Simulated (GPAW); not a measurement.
MgS (Niningerite):

```
S Mg
1.0
     0.00000    2.60165    2.60165
     2.60165    0.00000    2.60165
     2.60165    2.60165    0.00000
S Mg
1 1
Direct
  0.50000 0.50000 0.50000
  0.00000 0.00000 0.00000
```

Program: GPAW 26.7.0. Alike in all runs: no spin polarisation; cell as given; cutoff (eV) 800.

Order these runs on this cell by their band gap on the k mesh, lowest first.
A. level r2SCAN; potentials or basis GPAW PAW data sets (gpaw-data 1.2.1), pw; k mesh 9 × 9 × 9; smearing fermi-dirac 0.05 eV; band path GXWKGLUWLK,UX; band points 100
B. level PW91; potentials or basis PAW data sets generated in the run's folder for this functional, pw; k mesh 7 × 7 × 7; smearing fermi-dirac 0.05 eV; band path GXWKGLUWLK,UX; band points 80
C. level PBEsol+D3(BJ); potentials or basis PAW data sets generated in the run's folder for this functional, pw; k mesh 9 × 9 × 9; smearing gaussian 0.1 eV; band path GXWKGLUWLK,UX; band points 80
D. level TB-mBJ; potentials or basis GPAW PAW data sets for LDA (gpaw-data 1.2.1), pw; k mesh 7 × 7 × 7; smearing fermi-dirac 0.05 eV
E. level revTPSS; potentials or basis GPAW PAW data sets (gpaw-data 1.2.1), pw; k mesh 7 × 7 × 7; smearing fermi-dirac 0.05 eV; band path GXWKGLUWLK,UX; band points 60; eigensolver davidson

C (2.84 eV), B (3.03 eV), E (3.31 eV), A (3.62 eV), D (4.09 eV).

Caveats: the mesh misses the band edges, which the band path finds closer together (some runs); a model potential gives levels but no total energy (some runs); an odd mesh through Γ misses points on the zone boundary, where band edges often lie (some runs).

Not every run made on this cell is shown here.
